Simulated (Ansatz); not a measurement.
# Os (P6_3/mmc) in Ansatz: notebook

The runs below take Os through band structure, single point, equation of state, with LDA, PBE.

Program: Ansatz 0.2.0. These are calculated values, not measurements. Logs are shortened: lines on timing, memory, paths and dates and some standing lists are left out, and cuts for length are marked.

### Step 1. Starting point

Symmetry: P6_3/mmc, No. 194, hexagonal system. The conventional cell has a = 2.734 Å, b = 2.734 Å, c = 4.320 Å, α = 90.00°, β = 90.00°, γ = 120.00°. Os (site symmetry -6m2) is surrounded by 12 Os at 2.68 to 2.73 Å.

### Step 2. Band structure, LDA

input.yaml

```yaml
crystal:
  lattice:
    - [2.7341, 0.0, 0.0]
    - [-1.36705, 2.3678000565, 0.0]
    - [0.0, 0.0, 4.3197]
  atoms:
    - { symbol: Os, position: [0.6666666667, 0.3333333333, 0.75] }
    - { symbol: Os, position: [0.3333333333, 0.6666666667, 0.25] }
hamiltonian:
  xc: lda
  pseudopotentials: { kind: paw }
kpoints:
  mp_grid: { grid: [11, 11, 6] }
  band_path:
    path:
      - [[0.0, 0.0, 0.0], [0.5, 0.0, 0.0], [0.3333333333, 0.3333333333, 0.0], [0.0, 0.0, 0.0], [0.0, 0.0, 0.5], [0.5, 0.0, 0.5], [0.3333333333, 0.3333333333, 0.5], [0.0, 0.0, 0.5]]
      - [[0.5, 0.0, 0.5], [0.5, 0.0, 0.0]]
      - [[0.3333333333, 0.3333333333, 0.0], [0.3333333333, 0.3333333333, 0.5]]
    npoints: 14
scf:
  occupations: { method: fermi_dirac, width: 0.05 }
  n_extra_bands: 6
output:
  forces: true
  stress: true
  eigenvalues: true
  fatbands: true
  write_density: true
  write_potential: true
  elf: true
  volumetric_format: npy
```

Potentials or basis: Ansatz PAW.

Started as:

```sh
ansatz run input.yaml --threads 2 --pin off --max-ram 5120MiB --backend cpu --events-out ev --progress --plain --runs-dir out
```

Log:

```text
Warning: RAYON_NUM_THREADS=2 ignored (pool sized by the plan → 2); use --threads N
scf.n_extra_bands = 6 over 16 filled bands (N_el = 32.0): the run solves 22 bands
Engine: ansatz 0.2.0, x86_64-unknown-linux-gnu
Pseudopotentials: kind: paw
Pseudopotential: Os, paw, valence charge 16, recommended cutoff 420 eV (normal), Os.paw.azcp
Functional definition: SPW92
  exchange = slater_x
  correlation = pw_c
Crystal: 2 atoms, lattice volume = 27.965 Å³
Basis set: ecut = 420 eV, 537 PW (Γ)
Bands: 22, of which v1, the nominal top of the filled ones, is band 16 counted from 1 (15 counted from 0)
Symmetry: 24 space group operations
Space group: P63/mmc (ITA 194), of the structure as read, at distance tolerance 3.0e-5 Å
k-points: 64 of 726
Non-local potential: Os, projectors of the file, l = 0: 3, l = 1: 2, l = 2: 2, l = 3: 1
PAW form: soft (Blöchl's): semilocal exchange-correlation on the pseudo side does not see the compensation charge
PAW frozen core: Os, regenerated for the run's functional, and the local potential with it (the file was generated under x = pbe(κ = 0.804, μ = 0.2195149727645171), c = pbe(β = 0.06672455060314922))
PAW one-centre angular grid: Os, 590 points (default); XC on 64 Gauss nodes
Initial density: superposition of atomic densities (neutral atoms: chi_scale 0, normalization atom), corrected by the library's trained network
Initial wavefunctions: pseudopotential atomic-orbital guess
Functional: x = slater, c = lda
SCF iter   1: F=—  HF=-22236.955350 eV  |F-HF|=—  |Δ(HF+E_count)|=         —  Δρ=9.72e-3  dr2=6.30e-3  ethr=1.77e-3  ⟨swp⟩=5.2  Hψ=6071  notcnv=0
preconditioner: auto → none  [metal: Δε(μ)=0.078 eV  Ē_g=9.691 eV  σ=0.050 eV  W_gap=0.35  n_scr=8 (ndim 8)  ℏωp=28.1 eV  f_vac=0.000  D(μ)=1.50/eV (n_scr^D=22)  sad-step TF]
SCF iter   2: F=—  HF=-22236.956404 eV  |F-HF|=—  |Δ(HF+E_count)|=   1.05e-3  Δρ=5.53e-3  dr2=2.03e-3  ethr=1.97e-5  ⟨swp⟩=1.3  Hψ=2002  notcnv=0
SCF iter   3: F=—  HF=-22236.956942 eV  |F-HF|=—  |Δ(HF+E_count)|=   5.38e-4  Δρ=2.05e-4  dr2=6.21e-6  ethr=6.33e-6  ⟨swp⟩=1.8  Hψ=1703  notcnv=0
SCF iter   4: F=—  HF=-22236.956938 eV  |F-HF|=—  |Δ(HF+E_count)|=   3.85e-6  Δρ=5.67e-5  dr2=1.84e-7  ethr=1.94e-8  ⟨swp⟩=2.4  Hψ=2169  notcnv=0
iter 5 did not close the SCF: its close was put off for the readings that it lacked (scf_convergence_deferred on its scf_iter line)
SCF iter   5: F=-22236.956938 eV  HF=-22236.956938 eV  |F-HF|=4.47e-10  |Δ(HF+E_count)|=   1.32e-8  Δρ=7.00e-6  dr2=3.63e-9  ethr=5.75e-10  ⟨swp⟩=2.3  Hψ=2021  notcnv=0
SCF iter   6: F=-22236.956938 eV  HF=-22236.956938 eV  |F-HF|=9.09e-11  |Δ(HF+E_count)|=  1.64e-10  Δρ=9.80e-7  dr2=1.47e-10  ethr=1.13e-11  ⟨swp⟩=5.9  Hψ=7258  notcnv=0
SCF 1 converged in 6 iterations: F = -22236.956938 eV  dr2 = 1.47e-10
NSCF: frozen V_eff on 129 k-points
SCF converged after 6 iterations
Free energy (F): -22236.956938 eV
Harris-Foulkes:  -22236.956938 eV  (|F-HF|=9.09e-11)
Internal energy: -22236.943712 eV  (E = F + TS)
E sigma→0 (E₀):  -22236.950325 eV
Entropy (-TS):   -0.013227 eV (-6.613 meV/atom)
Fermi energy:    25.614853 eV
--- Per-component energies (eV) ---
  E_band       = -140.616418
  E_kinetic    = 1125.333490
  E_local      = -1581.003026  (includes V_loc(G=0)·N_el)
  E_nonlocal   = 10.081133
  E_hartree    = 652.406963
  E_xc         = -530.760970
  E_vxc        = -568.573643  (∫ρ·V_xc dr)
  E_paw        = -17495.146301  (= ΣΔE_a)
  E_vpaw       = -431.267689  (= ΣTr[D̂ρ^β])
  E_aug_tail   = -0.000185  (compensation charges beyond the density's cutoff)
  E_ewald      = -4418.580283
  E_core_change = 0.725468  (= ΣΔE_core)
  E_smearing   = -0.013227  (= −TS)
  E_closure    = -0.000000  (closes the sum)
  Σ components = -22236.956938   (vs F -22236.956938, Δ=0.00e0)
--- Forces (eV/Å), atoms counted from 1 ---
  atom   1  Os    -0.00000000     0.00000000     0.00000000
  atom   2  Os     0.00000000    -0.00000000     0.00000000
  max |Σ_I F_I| component: 1.85e-17 eV/Å
--- Stress (GPa, compression-positive) ---
       -8.492369       0.000000       0.000000
        0.000000      -8.492369      -0.000000
        0.000000      -0.000000      -8.960165
  P = ⅓ Tr σ = -8.6483 GPa (-86.483 kbar)
--- Band table (eV; the first three rows and the last of 64) ---
  k-point 0: bands = ["-60.9629", "-60.8463", "-20.9352", "-19.9863", "-19.9863", "-19.8070", "-19.8070", "-19.7598", "14.7205", "17.8615", "22.5998", "22.5998", "22.8488", "23.4441", "23.4441", "24.0966", "24.0966", "25.7509", "27.3600", "27.3600", "34.6402", "39.0581"]
  k-point 1: bands = ["-60.9551", "-60.8541", "-20.8608", "-19.9744", "-19.9744", "-19.8433", "-19.8192", "-19.8192", "15.0667", "17.9015", "22.4217", "22.4217", "22.6544", "23.2276", "23.2276", "24.5829", "24.5829", "24.7044", "27.3906", "27.3906", "36.1327", "38.4954"]
  k-point 2: bands = ["-60.9339", "-60.8756", "-20.6546", "-20.0677", "-19.9418", "-19.9418", "-19.8522", "-19.8522", "16.0075", "17.8335", "22.2332", "22.2787", "22.2787", "22.7803", "22.7803", "22.9615", "25.5698", "25.5698", "27.2213", "27.2213", "38.2275", "39.2604"]
  k-point 63: bands = ["-60.8400", "-60.8400", "-20.7061", "-20.7061", "-20.3915", "-20.3915", "-19.9682", "-19.9682", "19.6055", "19.6055", "20.8675", "20.8675", "22.2359", "22.2359", "24.3692", "24.3692", "27.3893", "27.3893", "33.3539", "33.3539", "35.0669", "35.0669"]
```

bands.tsv:

```text
# k_distance	band_0	band_1	band_2	band_3	band_4	band_5	band_6	band_7	band_8	band_9	band_10	band_11	band_12	band_13	band_14	band_15	band_16	band_17	band_18	band_19	band_20	band_21
[... 147 lines left out ...]
9.327677	-86.454169	-86.454169	-46.297235	-46.297235	-46.075718	-45.992841	-45.589466	-45.589466	-5.785046	-5.785046	-5.175534	-4.681349	-3.364281	-3.364281	-1.479003	-1.001988	1.681236	1.681236	7.906104	7.906104	9.900411	9.900411
9.379625	-86.454168	-86.454168	-46.303376	-46.303376	-46.055234	-46.013533	-45.582855	-45.582855	-5.802011	-5.802011	-5.024807	-4.774131	-3.361033	-3.361033	-1.417172	-1.181720	1.678132	1.678132	8.251387	8.251387	9.522299	9.522299
9.431573	-86.454168	-86.454168	-46.305429	-46.305429	-46.034418	-46.034418	-45.580638	-45.580638	-5.807748	-5.807748	-4.889494	-4.889494	-3.359899	-3.359899	-1.319471	-1.319471	1.676977	1.676977	8.428855	8.428855	9.334037	9.334037
```

It took 2.5 s on 2 threads of Intel Xeon at 2.60GHz (Ice Lake), shared host; peak memory 0.36 GiB.

What came out:

| Item | Value |
| --- | --- |
| Free energy | -22236.9569 eV |
| Pressure | -8.6 GPa |
| Band gap on the k mesh | none (metal or under the smearing width) |

Stress tensor (GPa, compression positive):
```
-8.49  0.00  0.00
 0.00 -8.49  0.00
 0.00  0.00 -8.96
```

Levels at the corners of the path, in eV from the Fermi level:
```tsv
point	band 14	band 15	band 16	band 17	band 18	band 19
Γ	-2.17	-2.17	-1.52	-1.52	0.14	1.75
M	-2.51	-1.83	2.11	2.68	2.80	4.50
K	-3.38	-1.28	1.54	1.54	2.13	5.31
Γ	-2.17	-2.17	-1.52	-1.52	0.14	1.75
A	-3.21	-3.21	-3.21	0.95	0.95	0.95
L	-1.16	-0.08	-0.08	2.45	2.45	3.38
H	-3.36	-1.32	-1.32	1.68	1.68	8.43
A	-3.21	-3.21	-3.21	0.95	0.95	0.95
L	-1.16	-0.08	-0.08	2.45	2.45	3.38
M	-2.51	-1.83	2.11	2.68	2.80	4.50
K	-3.38	-1.28	1.54	1.54	2.13	5.31
H	-3.36	-1.32	-1.32	1.68	1.68	8.43
```

Caveat: spin-orbit coupling is left out, which moves the levels of the heavy elements; the PAW data sets come from PBE, with cores solved anew for the run's functional, which leaves a small shift of forces and pressure.

### Step 3. Single point, PBE, 13.14 Å³/atom (volume scaled by 0.94)

input.yaml

```yaml
crystal:
  lattice:
    - [2.6782863798, 0.0, 0.0]
    - [-1.3391431899, 2.3194640436, 0.0]
    - [0.0, 0.0, 4.2315181138]
  atoms:
    - { symbol: Os, position: [0.6666666667, 0.3333333333, 0.75] }
    - { symbol: Os, position: [0.3333333333, 0.6666666667, 0.25] }
hamiltonian:
  xc: pbe
  pseudopotentials: { kind: paw }
kpoints:
  mp_grid: { grid: [11, 11, 6] }
scf:
  occupations: { method: fermi_dirac, width: 0.05 }
output:
  forces: true
  stress: true
  eigenvalues: true
```

Potentials or basis: Ansatz PAW.

Started as:

```sh
ansatz run input.yaml --threads 2 --pin off --max-ram 5120MiB --backend cpu --events-out ev --progress --plain --runs-dir out
```

Log:

```text
Warning: RAYON_NUM_THREADS=2 ignored (pool sized by the plan → 2); use --threads N
[... 3 set-up lines as earlier in the session ...]
Functional definition: PBE
  parameter kappa = 0.804
  parameter beta = 0.06672455060314922
  exchange = pbe_x(kappa = kappa, mu = beta*pi^2/3)
  correlation = pbe_c(beta = beta)
Crystal: 2 atoms, lattice volume = 26.287 Å³
Basis set: ecut = 420 eV, 537 PW (Γ), exchange–correlation on 36×36×60 points (8 copies of the dense FFT grid, shifted against one another)
Bands: 20, of which v1, the nominal top of the filled ones, is band 16 counted from 1 (15 counted from 0)
[... 2 set-up lines as earlier in the session ...]
k-points: 64 of 726
[... 5 set-up lines as earlier in the session ...]
Functional: x = pbe(κ = 0.804, μ = 0.2195149727645171), c = pbe(β = 0.06672455060314922)
SCF iter   1: F=—  HF=-22768.818567 eV  |F-HF|=—  |Δ(HF+E_count)|=         —  Δρ=9.63e-3  dr2=7.86e-3  ethr=1.77e-3  ⟨swp⟩=5.0  Hψ=5077  notcnv=0
preconditioner: auto → none  [metal: Δε(μ)=0.070 eV  Ē_g=7.457 eV  σ=0.050 eV  W_gap=0.31  n_scr=8 (ndim 8)  ℏωp=29.0 eV  f_vac=0.000  D(μ)=1.35/eV (n_scr^D=10)  sad-step TF]
SCF iter   2: F=—  HF=-22768.821341 eV  |F-HF|=—  |Δ(HF+E_count)|=   2.77e-3  Δρ=5.61e-3  dr2=2.63e-3  ethr=2.46e-5  ⟨swp⟩=1.9  Hψ=2145  notcnv=0
SCF iter   3: F=—  HF=-22768.822686 eV  |F-HF|=—  |Δ(HF+E_count)|=   1.35e-3  Δρ=2.60e-4  dr2=1.09e-5  ethr=8.23e-6  ⟨swp⟩=2.0  Hψ=1786  notcnv=0
SCF iter   4: F=—  HF=-22768.822698 eV  |F-HF|=—  |Δ(HF+E_count)|=   1.18e-5  Δρ=6.10e-5  dr2=4.06e-7  ethr=3.41e-8  ⟨swp⟩=2.8  Hψ=2283  notcnv=0
iter 5 did not close the SCF: its close was put off for the readings that it lacked (scf_convergence_deferred on its scf_iter line)
SCF iter   5: F=-22768.822698 eV  HF=-22768.822698 eV  |F-HF|=1.19e-9  |Δ(HF+E_count)|=   5.16e-8  Δρ=6.15e-6  dr2=5.20e-9  ethr=1.27e-9  ⟨swp⟩=2.9  Hψ=2255  notcnv=0
SCF iter   6: F=-22768.822698 eV  HF=-22768.822698 eV  |F-HF|=2.84e-10  |Δ(HF+E_count)|=  9.82e-11  Δρ=1.52e-6  dr2=4.18e-10  ethr=1.62e-11  ⟨swp⟩=2.2  Hψ=3909  notcnv=0
SCF 1 converged in 6 iterations: F = -22768.822698 eV  dr2 = 4.18e-10
SCF converged after 6 iterations
Free energy (F): -22768.822698 eV
Harris-Foulkes:  -22768.822698 eV  (|F-HF|=2.84e-10)
Internal energy: -22768.810772 eV  (E = F + TS)
E sigma→0 (E₀):  -22768.816735 eV
Entropy (-TS):   -0.011926 eV (-5.963 meV/atom)
Fermi energy:    27.963645 eV
--- Per-component energies (eV) ---
  E_band       = -72.308212
  E_kinetic    = 1131.487876
  E_local      = -1443.448006  (includes V_loc(G=0)·N_el)
  E_nonlocal   = -2.354720
  E_hartree    = 617.282374
  E_xc         = -536.403055
  E_vxc        = -572.165453  (∫ρ·V_xc dr)
  E_paw        = -18024.714706  (= ΣΔE_a)
  E_vpaw       = -420.391720  (= ΣTr[D̂ρ^β])
  E_aug_tail   = -0.000121  (compensation charges beyond the density's cutoff)
  E_ewald      = -4510.660414
  E_smearing   = -0.011926  (= −TS)
  E_closure    = 0.000000  (closes the sum)
  Σ components = -22768.822698   (vs F -22768.822698, Δ=0.00e0)
--- Forces (eV/Å), atoms counted from 1 ---
  atom   1  Os     0.00000000    -0.00000000     0.00000000
  atom   2  Os    -0.00000000     0.00000000     0.00000000
  max |Σ_I F_I| component: 2.78e-17 eV/Å
--- Stress (GPa, compression-positive) ---
       39.337324      -0.000000       0.000000
       -0.000000      39.337324       0.000000
        0.000000       0.000000      41.881184
  P = ⅓ Tr σ = 40.1853 GPa (401.853 kbar)
--- Band table (eV; the first three rows and the last of 64) ---
  k-point 0: bands = ["-58.6681", "-58.5133", "-18.8664", "-17.6992", "-17.6992", "-17.4815", "-17.4815", "-17.4208", "16.5122", "19.6074", "24.6576", "24.6576", "24.9441", "25.5927", "25.5927", "26.3055", "26.3055", "28.0677", "29.8696", "29.8696"]
  k-point 1: bands = ["-58.6578", "-58.5238", "-18.7757", "-17.6848", "-17.6848", "-17.5246", "-17.4963", "-17.4963", "16.8833", "19.6687", "24.4654", "24.4654", "24.7294", "25.3533", "25.3533", "26.8379", "26.8379", "26.9943", "29.9160", "29.9160"]
  k-point 2: bands = ["-58.6297", "-58.5523", "-18.5239", "-17.8024", "-17.6452", "-17.6452", "-17.5364", "-17.5364", "17.8811", "19.6665", "24.2707", "24.3114", "24.3114", "24.8612", "24.8612", "25.1399", "27.9247", "27.9247", "29.7476", "29.7476"]
  k-point 63: bands = ["-58.5045", "-58.5045", "-18.5882", "-18.5882", "-18.2028", "-18.2028", "-17.6758", "-17.6758", "21.4419", "21.4419", "22.7753", "22.7753", "24.3074", "24.3074", "26.5858", "26.5858", "29.9167", "29.9167", "36.2764", "36.2764"]
```

Run time: 3.2 s. Hardware: 2 threads of Intel Xeon at 2.60GHz (Ice Lake), shared host; peak memory 0.35 GiB.

Results:

```yaml
Free_energy: -22768.8227 eV
Pressure: 40.2 GPa
Band_gap_on_the_k_mesh: none (metal or under the smearing width)
```

### Step 4. Single point, PBE, 13.42 Å³/atom (volume scaled by 0.96)

input.yaml, as its differences from that of step 3:

```diff
@@ -2,5 +2,5 @@
   lattice:
-    - [2.6782863798, 0.0, 0.0]
-    - [-1.3391431899, 2.3194640436, 0.0]
-    - [0.0, 0.0, 4.2315181138]
+    - [2.697148173, 0.0, 0.0]
+    - [-1.3485740865, 2.3357988356, 0.0]
+    - [0.0, 0.0, 4.261318519]
   atoms:
```

Started as:

```sh
ansatz run input.yaml --threads 2 --pin off --max-ram 5120MiB --backend cpu --events-out ev --progress --plain --runs-dir out
```

It took 0.83 s on 2 threads of Intel Xeon at 2.60GHz (Ice Lake), shared host; peak memory 0.36 GiB.

Results (log left out):

```
Free energy            : -22768.9423 eV
Pressure               : 28.5 GPa
Band gap on the k mesh : none (metal or under the smearing width)
```

### Step 5. Single point, PBE, 13.70 Å³/atom (volume scaled by 0.98)

input.yaml, as its differences from that of step 4:

```diff
@@ -2,5 +2,5 @@
   lattice:
-    - [2.697148173, 0.0, 0.0]
-    - [-1.3485740865, 2.3357988356, 0.0]
-    - [0.0, 0.0, 4.261318519]
+    - [2.7157497827, 0.0, 0.0]
+    - [-1.3578748913, 2.3519083021, 0.0]
+    - [0.0, 0.0, 4.2907078513]
   atoms:
```

Started as:

```sh
ansatz run input.yaml --threads 2 --pin off --max-ram 5120MiB --backend cpu --events-out ev --progress --plain --runs-dir out
```

It took 0.98 s on 2 threads of Intel Xeon at 2.60GHz (Ice Lake), shared host; peak memory 0.36 GiB.

Results (log left out):

| Item | Value |
| --- | --- |
| Free energy | -22769.0233 eV |
| Pressure | 18.1 GPa |
| Band gap on the k mesh | none (metal or under the smearing width) |

### Step 6. Single point, PBE, 13.98 Å³/atom

input.yaml, as its differences from that of step 5:

```diff
@@ -2,5 +2,5 @@
   lattice:
-    - [2.7157497827, 0.0, 0.0]
-    - [-1.3578748913, 2.3519083021, 0.0]
-    - [0.0, 0.0, 4.2907078513]
+    - [2.7341, 0.0, 0.0]
+    - [-1.36705, 2.3678000565, 0.0]
+    - [0.0, 0.0, 4.3197]
   atoms:
```

Potentials or basis: Ansatz PAW.

Started as:

```sh
ansatz run input.yaml --threads 2 --pin off --max-ram 5120MiB --backend cpu --events-out ev --progress --plain --runs-dir out
```

Run time: 1 s. Hardware: 2 threads of Intel Xeon at 2.60GHz (Ice Lake), shared host; peak memory 0.36 GiB.

It converged, with:

- Free energy: -22769.0700 eV
- Pressure: 8.8 GPa
- Band gap on the k mesh: none (metal or under the smearing width)

### Step 7. Single point, PBE, 14.26 Å³/atom (volume scaled by 1.02)

input.yaml, as its differences from that of step 6:

```diff
@@ -2,5 +2,5 @@
   lattice:
-    - [2.7341, 0.0, 0.0]
-    - [-1.36705, 2.3678000565, 0.0]
-    - [0.0, 0.0, 4.3197]
+    - [2.7522071502, 0.0, 0.0]
+    - [-1.3761035751, 2.3834813086, 0.0]
+    - [0.0, 0.0, 4.3483081185]
   atoms:
```

Started as:

```sh
ansatz run input.yaml --threads 2 --pin off --max-ram 5120MiB --backend cpu --events-out ev --progress --plain --runs-dir out
```

Wall time 1.3 s (2 threads of Intel Xeon at 2.60GHz (Ice Lake), shared host); peak memory 0.36 GiB.

Results (log left out):

| Item | Value |
| --- | --- |
| Free energy | -22769.0860 eV |
| Pressure | 0.5 GPa |
| Band gap on the k mesh | none (metal or under the smearing width) |

### Step 8. Single point, PBE, 14.54 Å³/atom (volume scaled by 1.04)

input.yaml, as its differences from that of step 7:

```diff
@@ -2,5 +2,5 @@
   lattice:
-    - [2.7522071502, 0.0, 0.0]
-    - [-1.3761035751, 2.3834813086, 0.0]
-    - [0.0, 0.0, 4.3483081185]
+    - [2.770079126, 0.0, 0.0]
+    - [-1.385039563, 2.3989588936, 0.0]
+    - [0.0, 0.0, 4.3765446767]
   atoms:
```

Started as:

```sh
ansatz run input.yaml --threads 2 --pin off --max-ram 5120MiB --backend cpu --events-out ev --progress --plain --runs-dir out
```

Wall time 1.5 s (2 threads of Intel Xeon at 2.60GHz (Ice Lake), shared host); peak memory 0.36 GiB.

The run converged. Its results:

```
Free energy            : -22769.0747 eV
Pressure               : -6.9 GPa
Band gap on the k mesh : none (metal or under the smearing width)
```

### Step 9. Single point, PBE, 14.82 Å³/atom (volume scaled by 1.06)

input.yaml, as its differences from that of step 8:

```diff
@@ -2,5 +2,5 @@
   lattice:
-    - [2.770079126, 0.0, 0.0]
-    - [-1.385039563, 2.3989588936, 0.0]
-    - [0.0, 0.0, 4.3765446767]
+    - [2.7877234178, 0.0, 0.0]
+    - [-1.3938617089, 2.4142392985, 0.0]
+    - [0.0, 0.0, 4.404421509]
   atoms:
```

Potentials or basis: Ansatz PAW.

Started as:

```sh
ansatz run input.yaml --threads 2 --pin off --max-ram 5120MiB --backend cpu --events-out ev --progress --plain --runs-dir out
```

Wall time 1 s (2 threads of Intel Xeon at 2.60GHz (Ice Lake), shared host); peak memory 0.36 GiB.

It converged, with:

- Free energy: -22769.0388 eV
- Pressure: -13.5 GPa
- Band gap on the k mesh: none (metal or under the smearing width)

### Step 10. Equation of state, PBE

This step only gathers the single runs of the series.

Results:

- Equilibrium volume: 14.28 Å³/atom
- Bulk modulus at fixed shape and positions: 397 GPa
- Pressure derivative of the bulk modulus: 4.8

Energy against volume, from the lowest point:
```csv
volume (Å³/atom),energy (meV/atom)
13.143,131.67
13.423,71.90
13.703,31.36
13.982,8.00
14.262,0.00
14.542,5.70
14.821,23.61
```

Caveat: the cell was scaled at fixed shape and fractional positions, which overstates the stiffness of a crystal with free parameters, most of all of layers and chains. The run has no spin-orbit coupling, so splittings on Os are missing.
